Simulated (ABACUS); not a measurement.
# PbS (Galena) in ABACUS: the effect of exact exchange share

PbS (Galena):

```
Pb S
1.0
     0.00000    2.96575    2.96575
     2.96575    0.00000    2.96575
     2.96575    2.96575    0.00000
Pb S
1 1
Cartesian
  0.0000 0.0000 0.0000
  2.9657 2.9657 2.9657
```

Alike in all runs:

| Item | Value |
| --- | --- |
| Program | ABACUS 3.10.1 |
| Task | single point |
| Potentials or basis | SG15 ONCV 1.2 PBE |
| Cutoff | 1361 eV |
| Density cutoff | 5442 eV |
| Basis | DZP LCAO (the cutoffs set its grid) |
| k mesh | 4 × 4 × 4 |
| Occupations | fermi-dirac, width 0.05 eV |
| Spin | no spin polarisation |

```csv
exact exchange share,functional,gap on the mesh (eV)
0.1,PBE0-type (share 0.1),?
0.25,PBE0-type (share 0.25),1.54
0.4,PBE0-type (share 0.4),2.17
```

**Question.** What does the run with exact exchange share 0.1 give?

**Answer.** gap on the mesh 0.93 eV.

Caveats: all runs use coarse meshes; the atomic orbitals were generated for these runs and aren't a published set; gaps of hybrids in this basis differ from plane-wave ones by up to 0.1 eV; spin-orbit coupling is left out, which as a rule narrows the gap of such compounds by several tenths of an eV; the basis of atomic orbitals isn't converged, which shifts pressures, moduli and gaps.

A k mesh can miss the band edges.

Runs at the PBE level aren't shown here.
